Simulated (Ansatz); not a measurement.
Relaxed ZrO2 (fluorite):

```
ZrO2
1.0
    0.00000     5.11588     5.11588
    2.55794     2.55794     5.11588
    2.55794     2.55794     0.00000
Zr O
2 4
Direct
  0.00000   0.00000   0.00000
  0.50000   0.00000   0.00000
  0.00000   0.25000   0.25000
  0.50000   0.25000   0.25000
  0.00000   0.75000   0.75000
  0.50000   0.75000   0.75000
```

A phonon eigenvector at X = (0.5, 0.5, 0.0) is frozen into this cell: atom i moves by Q times the vector below, so Q is the largest atomic displacement, in Å. The cell is held. (q is in reciprocal vectors of the primitive cell; the cell shown is doubled to hold the pattern.)

| atom | x | y | z |
|---|---|---|---|
| O3 | 0.000 | 0.000 | 1.000 |
| O4 | 0.000 | 0.000 | -1.000 |
| O5 | 0.000 | 0.000 | 1.000 |
| O6 | 0.000 | 0.000 | -1.000 |

Atoms not listed stay in place.

All values below come from PBE (plane waves to 420 eV, PAW, scalar-relativistic; Ansatz, a first-principles code). k mesh 11×11×11 (Γ-centred), Fermi-Dirac smearing 0.05 eV. Energies are smeared free energies. The PAW data are Ansatz's earlier set. This is a high-temperature form of ZrO2. ZrO2 is run without spin polarisation. ZrO2 was relaxed with its symmetry unable to fall. The zero of ΔE is the undisplaced structure.

The scan covers Q from -0.440 to 0.440 Å in 13 points.

### Question
Which space group does the distorted structure have?

### Answer
P4_2/nmc (No. 137), lowered from Fm-3m.

### Question
Is this a single well or a double well?

### Answer
A double well: the undisplaced structure is a maximum between two minima.

### Question
By a smooth curve through the points, how far does the most displaced atom move to reach the deepest minimum?

### Answer
0.24 Å from zero.

### Question
What is the energy change at Q = 0.440 Å?

### Answer
339 meV/cell.

### Question
By a smooth curve, how deep is the well, measured from the undisplaced structure?

### Answer
147 meV/cell, cell held fixed.

(A displaced cell: forces are minus the slopes of the energy, force constants its curvatures, and phonons follow from these.)
